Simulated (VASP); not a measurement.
The system is Sb.

```
Sb
1.0
    -1.50500    1.50500    2.48000
     1.50500   -1.50500    2.48000
     1.50500    1.50500   -2.48000
Sb
1
Direct
  0.00000 0.00000 0.00000
```

This isn't the form of Sb at room conditions, which is rhombohedral.

Base run:

| Property | Result |
| --- | --- |
| Program | VASP 6.6.1 |
| Functional | r2SCAN |
| Potentials or basis | VASP PAW PBE potentials, release 64 (Sb) |
| Cutoff | 520 eV |
| k mesh | 9 × 9 × 9 |
| Occupations | methfessel-paxton, width 0.3 eV |
| Spin | no spin polarisation |

Its results: band gap on the k mesh none (metal or under the smearing width); pressure 18.6 GPa.

Task: The run is repeated on the same cell with these changes: k mesh from 9 × 9 × 9 to 4 × 4 × 4. What comes out?

Result: Band gap on the k mesh none (metal or under the smearing width); pressure 17.3 GPa.

Caveats: some runs use coarse meshes; so large a pressure means that the cell lies far from this level's equilibrium, or that cutoff or potentials fall short; the potentials were made for another functional, which shifts forces and pressure.
